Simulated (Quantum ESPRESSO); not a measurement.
**Mo in Quantum ESPRESSO: the effect of Hubbard term**

The system is Mo.

```
CELL_PARAMETERS angstrom
-1.58381 1.58381 1.58381
1.58381 -1.58381 1.58381
1.58381 1.58381 -1.58381
ATOMIC_POSITIONS crystal
Mo 0.00000 0.00000 0.00000
```

Alike in all runs:

- Program: Quantum ESPRESSO 7.5
- Task: Hubbard U by linear response
- Functional: PBEsol
- Potentials or basis: GBRV 1.5 PBEsol
- Cutoff: 612 eV
- Density cutoff: 4898 eV
- k mesh: 10 × 10 × 10
- Occupations: cold, width 0.2 eV
- Spin: no spin polarisation
- Start of the occupations: default
- Hubbard projectors: ortho-atomic
- Mixing beta: 0.3
- Most SCF iterations: 120
- SCF threshold: 2e-10 Ry
- q mesh: 2 × 2 × 2

```tsv
Hubbard term	pressure (GPa)
Mo d U = 0.0001 eV	-10.5
Mo d U = 2.0 eV	-9.1
Mo d U = 4.0 eV	?
Mo d U = 6.0 eV	-1.8
Mo d U = 8.0 eV	8.9
```

What does the run with Hubbard term Mo d U = 4.0 eV give?

Pressure -6.5 GPa.

Worked out: A parabola through the other rows of the pressure, of slope 2.3 GPa per eV there, gives -7.0 GPa, against the run's -6.5.

Caveats: the computed U isn't converged in cell size; U without spin polarisation on a metal has little footing; the U is typed as a test and isn't derived for this compound.

Runs at the PBE level aren't shown here.
